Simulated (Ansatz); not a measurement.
Structure types of Si compared at 130 GPa

Structure types of Si are relaxed in primitive cells with their symmetry kept at 130 GPa, first on PAW files, then by LAPW. The enthalpy is E + pV at zero temperature, without zero-point motion. Only the types listed were tried, and differences under about 5 meV/atom are mesh noise. Not among the end structures: diamond, which may lie lower.

Level of theory: DFT with PBE, scalar-relativistic, in Ansatz 0.2.0; Fermi–Dirac smearing of 0.05 eV, no spin polarisation. LAPW: all electrons, basis error target 0.5 meV/atom; PAW: frozen-core files, cutoff 420 eV.

k meshes: fcc 19×19×19, bcc 20×20×20, hcp 18×18×10, omega 10×10×13, sc 17×17×17, simple hexagonal 19×19×18.

```tsv
start type	ends as	a, b, c (Å)	V (Å³/atom)	H − H(lowest), LAPW (meV/atom)
fcc	fcc, Fm-3m	3.262, 3.262, 3.262	8.68	0.0
bcc	bcc, Im-3m	2.614, 2.614, 2.614	8.93	232.8
hcp	hcp, P6_3/mmc	2.287, 2.287, 3.894	8.82	?
omega	omega, P6/mmm	3.725, 3.725, 2.257	9.04	299.7
sc	sc, Pm-3m	2.153, 2.153, 2.153	9.97	?
simple hexagonal	simple hexagonal, P6/mmm	2.254, 2.254, 2.171	9.56	532.0
```

Problem. Fill in "H − H(lowest), LAPW (meV/atom)" for the row "hcp".

Solution. 36.1.

Problem. Give the missing entry: row "sc", column "H − H(lowest), LAPW (meV/atom)".

Solution. 1108.5.

Problem. Split the lead of fcc over hcp into energy and pV.

Solution. For hcp less fcc: ΔE = -81.2 meV/atom, and p·ΔV = 130 GPa × +0.1445 Å³ × 6.242 meV/(GPa·Å³) = +117.2 meV/atom, together 36.0 meV/atom. fcc wins by its smaller volume, against the internal energy.
